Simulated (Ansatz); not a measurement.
## How the vibrations of HfO2 change with volume

Computed with DFT PBEsol, scalar-relativistic, plane waves, PAW (Ansatz 0.2.0). Plane waves to 420 eV; Γ-centred k mesh 8×8×8; fixed occupations. No spin polarisation. Phonons by linear response, acoustic sum rule imposed.

Equilibrium structure at this level:
```
CELL_PARAMETERS angstrom
0.00000 2.52188 2.52188
2.52188 0.00000 2.52188
2.52188 2.52188 0.00000
ATOMIC_POSITIONS crystal
Hf 0.00000 0.00000 0.00000
O 0.25000 0.25000 0.25000
O 0.75000 0.75000 0.75000
```

Spin–orbit coupling is left out, which matters for heavy elements.

Cells at 0.98 and 1.02 times the equilibrium volume were relaxed in shape and atoms; γ = −d ln ν / d ln V, modes matched by rank.

Task: Give the optical frequencies at Γ without the LO field (cm⁻¹) at the three volumes and the mode Grüneisen parameters.

Result:
```
0.98 V    V  1.02 V     γ  degeneracy
   257  236     215  4.38           3
   598  580     563  1.51           3
```

Task: What pressures hold the two strained cells, and what bulk modulus follows?

Result: 5.57 GPa at 0.98 V and -5.02 GPa at 1.02 V, so B = −dP/d ln V ≈ 265 GPa.

Task: How does the gap respond?

Result: It is 3.73, 3.69 and 3.64 eV at 0.98, 1 and 1.02 V: dE_g/d ln V = -2.3 eV.

Task: And the dielectric constants (a third of the trace)?

Result: ε∞: 5.37, 5.38, 5.39; ε0: 32.6, 36.8, 42.3, in order of rising volume.

This fluorite-type form isn't the usual stable structure of the compound.